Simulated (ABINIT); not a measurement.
Planning a run of ABINIT 10.8.3 on GaN (P6_3mc). The input:

```
acell 3*1.0 Angstrom
rprim 
  3.179999999980 0.000000000005 0.000000000000
  -1.589999999994 2.753960784015 0.000000000000
  0.000000000000 0.000000000000 5.166000000000
ntypat 2
znucl 31 7
natom 4
typat 1 1 2 2
xred 
  0.333333333333 0.666666666667 0.000000000000
  0.666666666667 0.333333333333 0.500000000000
  0.333333333333 0.666666666667 0.375000000000
  0.666666666667 0.333333333333 0.875000000000
pp_dirpath "pseudos"
pseudos "Ga.upf, N.upf"
ecut 45
ngkpt 3 3 2
nshiftk 1
shiftk 0 0 0
kptopt 1
chksymbreak 0
istwfk *1
occopt 1
irdwfk 1
optdriver 4
nband 60
gwcalctyp 28
ecutsigx 45
symsigma 0
nkptgw 6
kptgw 
  0.0000000000 0.0000000000 0.0000000000
  0.3333333333 0.0000000000 0.0000000000
  0.3333333333 0.3333333333 0.0000000000
  0.0000000000 0.0000000000 0.5000000000
  0.3333333333 0.0000000000 0.5000000000
  0.3333333333 0.3333333333 0.5000000000
bdgw 
  21 34
  21 34
  21 34
  21 34
  21 34
  21 34
ecuteps 4
irdscr 1
ppmodel 1
irdqps 1
rhoqpmix 0.3
indata_prefix "in"
outdata_prefix "out"
tmpdata_prefix "tmp"
```

The database entry behind the starting cell differs from later determinations by our own check (about 0.3 % short, ideal inner coordinate), so it need not match the best structure at ambient conditions.

```sh
OMP_NUM_THREADS=1 mpirun -n 8 abinit run.abi > log
```

**Question.** Estimate wall time and host memory on 8 MPI ranks of AMD EPYC 7B13 (Zen 3), shared host.

It took 20 s; on shared hardware allow 9.8 s to 39 s. Peak host memory was 1.9 GiB.

[Paths, hosts, dates, memory and timing lines, banners, echoed tables and standing remarks are left out of the program output.]

[Logs are printed without paths, hosts, clocks, repeated set-up lines and the standing remarks that a program may print on its own settings, such as how far it seeks lower states.]

[Runs of the session that timed out or met a known fault of the program may be left out.]

[Hosts, paths, dates, database ids (printed as entryN), source tags and the programs' standing remarks are cut or masked in the printed files.]

[G0W0 gaps are taken among the corrected bands and points alone; a level outside them can change the order at an edge.]

[Where Ansatz stands beside ABINIT at settings called matched, ABINIT's density can come from a denser mesh and the files from another edition; pairs whose starting gaps differed by over 0.03 eV were left out, so agreement reads better than it is.]
